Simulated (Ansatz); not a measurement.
A trial cell of MgB2, before relaxation:

```cif
data_structure
_symmetry_space_group_name_H-M 'I4/mcm'
_symmetry_Int_Tables_number 140
_cell_length_a 5.3368
_cell_length_b 5.3368
_cell_length_c 4.2851
_cell_angle_alpha 90.000
_cell_angle_beta 90.000
_cell_angle_gamma 90.000
_cell_volume 122.04
loop_
_atom_site_label
_atom_site_type_symbol
_atom_site_symmetry_multiplicity
_atom_site_Wyckoff_symbol
_atom_site_fract_x
_atom_site_fract_y
_atom_site_fract_z
_atom_site_occupancy
Mg1 Mg 4 a 0.00000 0.00000 0.25000 1
B1 B 8 h 0.15456 0.34544 0.50000 1
```

All numbers below come from DFT PBE, scalar-relativistic, plane waves, PAW (Ansatz 0.2.0). Cutoff 420 eV, Gaussian smearing, Γ-centred meshes. Cell and atoms relax first on a coarse mesh and then on a finer one. In between, the cell is made exact in the group found at 0.06 Å. In metals the finer mesh still leaves noise of several meV/atom or more. The steps can't lower the symmetry of their start. No spin polarisation.

A guess keeps its type if space group and coordination stay and the shape of the cell changes little (axis ratios within about 15 %, angles within 6°); the volume may change.

Task: Does this structure survive the relaxation?

Result: It doesn't keep its type. The symmetry goes from I4/mcm (No. 140) to P4/mmm (No. 123), and the primitive cell from 6 to 3 atoms. The volume per atom grows by 4.5 %, from 10.2 to 10.6 Å³. The shortest distance goes from 2.14 Å (Mg–Mg) to 2.01 Å (B–B). Counting neighbours within 15 % of an atom's shortest distance, the start has B 7, Mg 10 and the end B 4, Mg 8. In detail, at the end Mg is surrounded by 8 B at 2.43 Å and 4 Mg at 2.85 Å; around B lie 4 B at 2.01 Å and 4 Mg at 2.43 Å.

Space group P4/mmm (No. 123). a = 2.850 Å, b = 2.850 Å, c = 3.925 Å, α = 90.00°, β = 90.00°, γ = 90.00°
```tsv
atom	site	symmetry	x	y	z
Mg	1b	4/mmm	0.0000	0.0000	0.5000
B	2f	mmm.	0.0000	0.5000	0.0000
```

The last run used a 16×16×12 mesh (in the run's order of axes) for its 3-atom cell and Gaussian smearing of 0.10 eV. A structure relaxed within its symmetry needn't be a true minimum.
